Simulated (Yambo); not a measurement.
Input of a Yambo 5.3.0 run:

The input eels3.in:

```
optics
chi
Chimod= "HARTREE"
% BndsRnXd
 1 | 39 |
%
NGsBlkXd= 3 Ry
% LongDrXd
 1 | 1 | 1 |
%
% QpntsRXd
 5 | 5 |
%
% EnRngeXd
 0 | 50 | eV
%
% DmRngeXd
 0.3 | 0.3 | eV
%
ETStpsXd= 250
```

Contents of scf.in:

```
&CONTROL
  calculation = 'scf'
  prefix = 'pwscf'
  outdir = './tmp'
  pseudo_dir = './pseudo'
/
&SYSTEM
  ibrav = 0
  nat = 2
  ntyp = 2
  ecutwfc = 84
  nbnd = 15
  occupations = 'smearing'
  smearing = 'fd'
  degauss = 0.00367493
  force_symmorphic = .true.
/
&ELECTRONS
  conv_thr = 4d-10
  electron_maxstep = 120
  mixing_beta = 0.5
/
ATOMIC_SPECIES
Ga    69.7230 Ga.upf
N     14.0070 N.upf
CELL_PARAMETERS angstrom
   0.0000000000    2.2535006075    2.2535006075
   2.2535006075    0.0000000000    2.2535006075
   2.2535006075    2.2535006075    0.0000000000
ATOMIC_POSITIONS crystal
Ga     0.0000000000    0.0000000000    0.0000000000
N      0.2500000000    0.2500000000    0.2500000000
K_POINTS automatic
12 12 12 0 0 0
```

Contents of nscf.in:

```
&CONTROL
  calculation = 'nscf'
  prefix = 'pwscf'
  outdir = './tmp'
  pseudo_dir = './pseudo'
/
&SYSTEM
  ibrav = 0
  nat = 2
  ntyp = 2
  ecutwfc = 84
  nbnd = 39
  occupations = 'fixed'
  force_symmorphic = .true.
/
&ELECTRONS
  conv_thr = 1d-08
  diago_full_acc = .true.
  diago_thr_init = 1d-06
/
ATOMIC_SPECIES
Ga    69.7230 Ga.upf
N     14.0070 N.upf
CELL_PARAMETERS angstrom
   0.0000000000    2.2535006075    2.2535006075
   2.2535006075    0.0000000000    2.2535006075
   2.2535006075    2.2535006075    0.0000000000
ATOMIC_POSITIONS crystal
Ga     0.0000000000    0.0000000000    0.0000000000
N      0.2500000000    0.2500000000    0.2500000000
K_POINTS automatic
12 12 12 0 0 0
```

Potentials or basis: PseudoDojo 0.4.1 SR PBE standard.

Launch:

```bash
$ OMP_NUM_THREADS=1 pw.x -in scf.in > scf.out
$ OMP_NUM_THREADS=1 pw.x -in nscf.in > nscf.out
$ cd tmp/pwscf.save; p2y; mv SAVE ../..; cd ../..
$ OMP_NUM_THREADS=1 yambo
$ OMP_NUM_THREADS=1 yambo -F eels3.in -J eels3 -C eels3_out
```

Task: Estimate the peak of the energy-loss function.

Result: 25.9 eV.

Task: Predict the band gap on the k mesh, mean-field level.

Result: 1.76 eV, direct.

Energy-loss function at q = [0.0, 0.0, 0.33333] (reciprocal lattice):
```tsv
energy (eV)	loss
0.0	0.005
2.2	0.006
4.4	0.012
6.4	0.043
8.6	0.102
10.8	0.187
13.1	0.225
15.3	0.609
17.5	0.743
19.5	0.956
21.7	0.854
23.9	0.891
26.1	1.143
28.3	0.850
30.5	0.811
32.5	0.574
34.7	0.458
36.9	0.459
39.2	0.495
41.4	0.371
43.6	0.326
45.6	0.303
47.8	0.282
50.0	0.229
```

**The experiment to reproduce.**

From a printed reference work, textbook, for a bulk crystal of GaN at 0 K: band gap 3.299 eV (direct).

Measured gap of GaN: 3.299 eV (direct; 0 K; a printed reference work, textbook). This calculation gives 1.76 eV (-1.54 eV). Spin-orbit coupling on Ga is left out. The value is that of PBE on a finite k mesh, which can miss the band edges, without temperature or zero-point motion. Semilocal functionals fall short of measured gaps as a rule. The cell is a database's relaxed one, not the measured one, which moves gaps too.
